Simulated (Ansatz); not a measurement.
# MoS2: a shear that moves c along a

An exercise on one series of results from a longer session: the logs are not shown, and one member is left open.

Method: DFT PBEsol, scalar-relativistic, plane waves, PAW, in Ansatz 0.2.0.

3 further runs of the same task are left out: 3 set aside as unsound or not needed.

## Starting point

Symmetry: P6_3/mmc, No. 194, hexagonal system. Conventional cell: a = 3.141 Å, b = 3.141 Å, c = 12.585 Å, α = 90.00°, β = 90.00°, γ = 120.00°. Mo (site symmetry -6m2) is surrounded by 6 S at 2.39 Å. Around S (site symmetry 3m) lie 3 Mo at 2.39 Å.

Structure file:

```xyz
6
Lattice="3.1414 0.0000 0.0000 -1.5707 2.7205 0.0000 0.0000 0.0000 12.5851" Properties=species:S:1:pos:R:3 pbc="T T T"
Mo    1.5707    0.9068    3.1463
Mo    0.0000    1.8137    9.4388
S     1.5707    0.9068    7.8798
S     0.0000    1.8137    4.7053
S     1.5707    0.9068   10.9979
S     0.0000    1.8137    1.5872
```

It goes back to an entry of the Materials Project.

This cell was relaxed beforehand with the same method: volume 17.93 Å³/atom, gap on the mesh 0.98 eV.

The unstrained cell was computed beforehand with the same settings: E(σ→0) = -13340.3408 eV for 6 atoms, gap 0.97 eV over the zone.

The first run:

input.yaml reads:

```yaml
crystal:
  lattice:
    - [3.1413882571, 0.0, 0.0]
    - [-1.5706941286, 2.7205220338, 0.0]
    - [0.2517017736, 0.0, 12.5850886796]
  atoms:
    - { symbol: Mo, position: [0.6666666667, 0.3333333333, 0.25] }
    - { symbol: Mo, position: [0.3333333333, 0.6666666667, 0.75] }
    - { symbol: S, position: [0.6666666667, 0.3333333333, 0.6261196804] }
    - { symbol: S, position: [0.3333333333, 0.6666666667, 0.3738803196] }
    - { symbol: S, position: [0.6666666667, 0.3333333333, 0.8738803196] }
    - { symbol: S, position: [0.3333333333, 0.6666666667, 0.1261196804] }
basis:
  ecutwfc: 420
kpoints:
  mp_grid: { grid: [12, 12, 2] }
hamiltonian:
  xc: pbesol
scf:
  occupations: { method: gaussian, width: 0.02 }
output:
  forces: true
  stress: true
  eigenvalues: true
relax:
  adjacent_minimum: "off"
  f_tol: 0.008
  max_steps: 40
```

Command:

```console
> ansatz run input.yaml --threads 1 --pin off --max-ram 2560MiB --backend cpu --events-out ev --progress --plain --runs-dir out
```

Among the steps run: At +2.0 %; Band edges over the zone at +2.0 %; At +4.0 %; Seeking the band edges at +4.0 %; At +6.0 %; The gap over the whole zone at +6.0 %; Strain +8.0 %; Seeking the band edges at +8.0 %; At +12.0 %; The gap over the whole zone at +12.0 %.

One table of the session follows, with a row left open; its other results are not shown here.

Lengths are those of the vectors of the cell that was run; stresses in GPa:

| strain (%) | ΔE (meV/atom) | c (Å) |
| --- | --- | --- |
| +0.0 | 0.0 | 12.585 |
| +2.0 | 0.2 | 12.588 |
| +4.0 | ? | ? |
| +6.0 | 1.9 | 12.608 |
| +8.0 | 3.1 | 12.625 |
| +12.0 | 5.3 | 12.675 |

**Question.** Estimate the row for strain (%) = +4.0.

Worked estimate for «ΔE (meV/atom)». A straight line through the neighbours (2.0, 0.2) and (6.0, 1.9) gives 0.2 + (1.9 − 0.2) × (4.0 − 2.0) / (6.0 − 2.0) = 1.1; a parabola fitted to 4 rows on both sides gives 0.9.

**Answer.** ΔE (meV/atom): 0.9; c (Å): 12.595. In «ΔE (meV/atom)» the line misses by +0.2 and the parabola by 0.0.

ΔE is over the unstrained cell. Stress in GPa, positive in compression, on the Cartesian axes of the input.

To keep in mind: Where a structure here is layered, its layers are held mostly by dispersion, which this level lacks, so their spacing and the stiffness across them are unreliable there. Warnings in the runs' records: stress scf threshold loose.
